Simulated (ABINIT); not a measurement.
Input of an ABINIT 10.8.3 (patched build) run:

The input run.abi:

```
# Datasets: ground state, then fixed potential
ndtset 2

# Pseudopotentials
pp_dirpath "./"
pseudos "W.GGA_PBE-JTH.xml, C.GGA_PBE-JTH.xml"

# Structure
acell 3*1.0 Angstrom
rprim
     2.9065000000     0.0000000000     0.0000000000
    -1.4532500000     2.5171028361     0.0000000000
     0.0000000000     0.0000000000     2.8366000000
ntypat 2
znucl 74 6
natom 2
typat 1 2
xcart
     0.0000000000     0.0000000000     0.0000000000
     1.4532500001     0.8390342786     1.4183000000 Angstrom

# Plane-wave basis
ecut 20.0
pawecutdg 40.0

# Exchange and correlation
ixc -120135

# Bands and occupations
occopt 3
tsmear 0.05 eV

# SCF cycle
nstep 100

# Output
iomode 3
prtwf 0
prteig 0
prtebands 0
prtden1 1

# Dataset 1
kptopt1 1
ngkpt1 10 10 9
nshiftk1 1
shiftk1 0.0 0.0 0.0
nband1 13
tolvrs1 1.0e-9

# Dataset 2: bands along G-M-K-G-A-L-H-A
iscf2 -2
getden2 1
nband2 17
nbdbuf2 2
tolwfr2 1.0e-12
kptopt2 -7
ndivsm2 6
prteig2 1
prtvol2 -3
kptbounds2
     0.0000000000     0.0000000000     0.0000000000
     0.5000000000     0.0000000000     0.0000000000
     0.3333333333     0.3333333333     0.0000000000
     0.0000000000     0.0000000000     0.0000000000
     0.0000000000     0.0000000000     0.5000000000
     0.5000000000     0.0000000000     0.5000000000
     0.3333333333     0.3333333333     0.5000000000
     0.0000000000     0.0000000000     0.5000000000
```

Potentials or basis: JTH PAW PBE v2.0.

The run is started by

```console
$ abinit run.abi > log 2>&1
```

(1) What does it give for the band gap on the k mesh?

(2) Predict the pressure.

## Answers

(1) none (metal or under the smearing width).

(2) -4.9 GPa.

Caveat: the PAW data sets were made with another functional, which shifts forces and pressure a little; spin-orbit coupling is left out, which moves the levels of the heavy elements.
